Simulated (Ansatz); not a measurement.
The system is WS2, a slab with vacuum.

```
CELL_PARAMETERS angstrom
3.18312 0.00000 0.00000
-1.59156 2.75666 0.00000
0.00000 0.00000 35.18056
ATOMIC_POSITIONS crystal
W 0.33333 0.66667 0.59232
W 0.33333 0.66667 0.22340
W 0.66667 0.33333 0.77660
W 0.66667 0.33333 0.40768
S 0.33333 0.66667 0.82115
S 0.33333 0.66667 0.45202
S 0.66667 0.33333 0.63662
S 0.66667 0.33333 0.26774
S 0.33333 0.66667 0.73226
S 0.33333 0.66667 0.36338
S 0.66667 0.33333 0.54798
S 0.66667 0.33333 0.17885
```

Base run:

- Program: Ansatz 0.2.0
- Functional: r2SCAN
- Potentials or basis: Ansatz PAW
- Cutoff: 500 eV
- Density cutoff: 2000 eV
- k mesh: 10 × 10 × 1
- Occupations: fermi-dirac, width 0.05 eV
- Spin: no spin polarisation

Its results: band gap on the k mesh 1.54 eV, indirect (least direct gap 2.23 eV); largest force 0.168 eV/Å.

Task: The run is repeated on the same cell with these changes: functional from r2SCAN to BLYP; cutoff from 500 eV to 420 eV; density cutoff from 2000 eV to 1680 eV. What comes out?

Result: Band gap on the k mesh 1.43 eV, indirect (least direct gap 2.09 eV); largest force 0.662 eV/Å.

r2SCAN gives the wider gap, since meta-GGAs in the generalised Kohn-Sham scheme recover part of the derivative discontinuity.

Caveats: the k mesh misses the band edges, so the gap on the mesh is wider than the one along the path; spin-orbit coupling is left out, which moves the levels of the heavy elements; the PAW data sets come from PBE, with cores solved anew for the run's functional, which leaves a small shift of forces and pressure; the potentials were made for another functional, which shifts forces and pressure (some runs).

Not every run made on this cell is shown here.
